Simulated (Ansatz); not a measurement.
A plane-wave DFT run in Ansatz 0.2.0 (scalar-relativistic PAW potentials unless the input names others): input and command.

```yaml
crystal:
  lattice:
    - [3.5668, 0.0, 0.0]
    - [0.0, -3.5668, 0.0]
    - [0.0, 0.0, -3.5668]
  atoms:
    - { symbol: C, position: [0.4882439598, 0.0113200432, -0.0249652113] }
    - { symbol: C, position: [0.0437738729, 0.4413509917, 0.018920678] }
    - { symbol: C, position: [-0.0296786615, -0.0300837388, 0.4875053127] }
    - { symbol: C, position: [0.4978339444, 0.5081714775, 0.4939535331] }
    - { symbol: C, position: [0.757005656, 0.7407555442, 0.7605058927] }
    - { symbol: C, position: [0.245456659, 0.2611995238, 0.7327976465] }
    - { symbol: C, position: [0.2615305366, 0.8053442298, 0.2909140423] }
    - { symbol: C, position: [0.7358340328, 0.2619419285, 0.240368106] }
basis:
  ecutwfc: 420
kpoints:
  mp_grid: { grid: [6, 6, 6] }
hamiltonian:
  xc: lda
  pseudopotentials: { kind: paw_fr }
scf:
  occupations: { method: gaussian, width: 0.05 }
output:
  forces: true
  eigenvalues: true
  stress: true
magnetization:
  noncollinear: true
  spin_orbit: true
```

```bash
ansatz run input.yaml --threads 2 --pin off --max-ram 5120MiB --backend cpu --events-out ev --progress --plain --runs-dir out
```

Abridged log:
```
Basis set: ecut = 420 eV, 895 PW (Γ)
Bands: 48, of which v1, the nominal top of the filled ones, is band 32 counted from 1 (31 counted from 0)
Symmetry: 1 space group operations + 1 with time reversal
k-points: 112 of 216 (time reversal used)
SCF iter   1: F=—  HF=-1942.845209 eV  |F-HF|=—  |Δ(HF+E_count)|=         —  Δρ=1.43e-1  dr2=6.53e0  dr2_m=0.00e0 (ungated) ethr=3.10e-3  |M|=0.00e0 ∫|m|=0.00e0 μB  |m|>n=0.0e0 m-floor=0.0e0 τ_xc=0.0e0  β_m=0.30  ⟨swp⟩=6.4  Hψ=27168  notcnv=0  defer=288
spin=Noncollinear: Resta preconditioning applied to the charge; magnetization (m_x, m_y, m_z) channels mix plain (no charge-response kernel on spin).
SCF iter   2: F=—  HF=-1941.753964 eV  |F-HF|=—  |Δ(HF+E_count)|=    1.09e0  Δρ=1.04e-1  dr2=3.46e0  dr2_m=0.00e0 (ungated) ethr=3.10e-3  |M|=0.00e0 ∫|m|=0.00e0 μB  |m|>n=0.0e0 m-floor=0.0e0 τ_xc=0.0e0  β_m=0.65  ⟨swp⟩=3.0  Hψ=10460  notcnv=0  defer=1188
SCF iter   3: F=—  HF=-1940.409794 eV  |F-HF|=—  |Δ(HF+E_count)|=    1.34e0  Δρ=7.58e-3  dr2=9.64e-3  dr2_m=0.00e0 (ungated) ethr=3.10e-3  |M|=0.00e0 ∫|m|=0.00e0 μB  |m|>n=0.0e0 m-floor=0.0e0 τ_xc=0.0e0  β_m=0.82  ⟨swp⟩=2.6  Hψ=8622  notcnv=0  defer=1188
SCF iter   4: F=—  HF=-1940.414341 eV  |F-HF|=—  |Δ(HF+E_count)|=   4.55e-3  Δρ=1.87e-3  dr2=8.29e-4  dr2_m=0.00e0 (ungated) ethr=3.01e-5  |M|=0.00e0 ∫|m|=0.00e0 μB  |m|>n=0.0e0 m-floor=0.0e0 τ_xc=0.0e0  β_m=0.91  ⟨swp⟩=2.7  Hψ=9390  notcnv=0  defer=1178
SCF iter   5: F=—  HF=-1940.414489 eV  |F-HF|=—  |Δ(HF+E_count)|=   1.48e-4  Δρ=2.27e-4  dr2=2.11e-5  dr2_m=0.00e0 (ungated) ethr=2.59e-6  |M|=0.00e0 ∫|m|=0.00e0 μB  |m|>n=0.0e0 m-floor=0.0e0 τ_xc=0.0e0  β_m=0.85  ⟨swp⟩=2.6  Hψ=7742  notcnv=0  defer=1178
SCF iter   6: F=—  HF=-1940.414485 eV  |F-HF|=—  |Δ(HF+E_count)|=   3.82e-6  Δρ=5.43e-5  dr2=6.15e-7  dr2_m=0.00e0 (ungated) ethr=6.60e-8  |M|=0.00e0 ∫|m|=0.00e0 μB  |m|>n=0.0e0 m-floor=0.0e0 τ_xc=0.0e0  β_m=0.90  ⟨swp⟩=2.0  Hψ=7740  notcnv=0  defer=1178
SCF iter   7: F=-1940.414486 eV  HF=-1940.414486 eV  |F-HF|=2.61e-8  |Δ(HF+E_count)|=   1.89e-7  Δρ=1.18e-5  dr2=4.95e-8  dr2_m=0.00e0 (ungated) ethr=3.13e-10  |M|=0.00e0 ∫|m|=0.00e0 μB  |m|>n=0.0e0 m-floor=0.0e0 τ_xc=0.0e0  ⟨swp⟩=12.8  Hψ=28560  notcnv=0
SCF 1 converged in 7 iterations: F = -1940.414486 eV  dr2 = 4.95e-8
SCF converged after 7 iterations
Magnetization: |M| = 0.0000 μB, M = (+0.0000, +0.0000, +0.0000) μB
Absolute magnetization: 0.0000 μB (∫|m|)
  site 0: m = (+0.0000, +0.0000, +0.0000) μB, |m| = 0.0000 μB  (R = 0.62 Å)
  site 1: m = (+0.0000, +0.0000, +0.0000) μB, |m| = 0.0000 μB  (R = 0.58 Å)
  site 2: m = (+0.0000, +0.0000, +0.0000) μB, |m| = 0.0000 μB  (R = 0.57 Å)
  site 3: m = (+0.0000, +0.0000, +0.0000) μB, |m| = 0.0000 μB  (R = 0.63 Å)
  site 4: m = (+0.0000, +0.0000, +0.0000) μB, |m| = 0.0000 μB  (R = 0.61 Å)
  site 5: m = (+0.0000, +0.0000, +0.0000) μB, |m| = 0.0000 μB  (R = 0.58 Å)
  site 6: m = (+0.0000, +0.0000, +0.0000) μB, |m| = 0.0000 μB  (R = 0.57 Å)
  site 7: m = (+0.0000, +0.0000, +0.0000) μB, |m| = 0.0000 μB  (R = 0.62 Å)
Free energy (F): -1940.414486 eV
Harris-Foulkes:  -1940.414486 eV  (|F-HF|=2.61e-8)
Internal energy: -1940.414486 eV  (E = F + TS)
E sigma→0 (E₀):  -1940.414486 eV
Fermi energy:    14.956131 eV
--- Forces (eV/Å), atoms counted from 1 ---
  atom   1  C      1.79286585     0.62506024    -2.80187055
  atom   2  C     -5.56691727    -8.31965514     0.34693402
  atom   3  C      0.10013030    -5.33423548    -2.80308877
  atom   4  C      0.62743676    -1.43017917    -1.40091316
  atom   5  C     -0.74773510     1.21086473     0.13098909
  atom   6  C      0.99804220     3.10360425    -0.05647243
  atom   7  C      1.15593290     7.41008366     6.33429343
  atom   8  C      1.64025958     2.73444643     0.25006455
--- Stress (GPa, compression-positive) ---
        1.380016       0.827382       4.111722
        0.827381      -4.725104       5.437879
        4.111722       5.437879      -1.840131
  P = ⅓ Tr σ = -1.7284 GPa (-17.284 kbar)
```

Apart from outputs and empty bands, the input differs from a reference run on usual settings in hamiltonian.pseudopotentials: not typed → {"kind": "paw_fr"}; magnetization: not typed → {"noncollinear": true, "spin_orbit": true}. The reference, at the same geometry (not necessarily relaxed), gave pressure -1.73 GPa, largest force 10.016 eV/Å, gap on the mesh 1.03 eV. This run converged in 7 SCF iterations (reference: 6) with a total energy on another zero (with these potentials totals step by a constant when spin–orbit coupling is switched, so their difference is no spin–orbit energy), pressure -1.73 GPa, largest force 10.016 eV/Å, gap on the mesh 1.03 eV.

It took 30 s on 2 threads of Arm Neoverse V2, with other jobs on the host, peak memory 0.66 GiB.